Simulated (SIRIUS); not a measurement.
Ag:

```
CELL_PARAMETERS angstrom
0.00000 2.04275 2.04275
2.04275 0.00000 2.04275
2.04275 2.04275 0.00000
ATOMIC_POSITIONS crystal
Ag 0.00000 0.00000 0.00000
```

```yaml
Program: SIRIUS 7.12.0
Task: single point
Functional: PBEsol
Potentials_or_basis: all-electron FP-LAPW
Cutoff: 163 eV
Basis: apw+lo standard
k_mesh: 11 × 11 × 11
Occupations: fermi-dirac, width 0.05 eV
Spin: no spin polarisation
```

On this cell: band gap on the k mesh none (metal or under the smearing width).

The same run follows on a disturbed copy (cell strained at random):

```
CELL_PARAMETERS angstrom
-0.00622 2.03863 2.06720
2.01497 0.04695 2.01403
2.08560 2.05608 -0.02368
ATOMIC_POSITIONS crystal
Ag 0.00221 0.02855 0.98957
```

Q: What does the disturbed cell give?

A: The energy (extrapolated to zero smearing) moves by +6.1 meV/atom; band gap on the k mesh none (metal or under the smearing width).
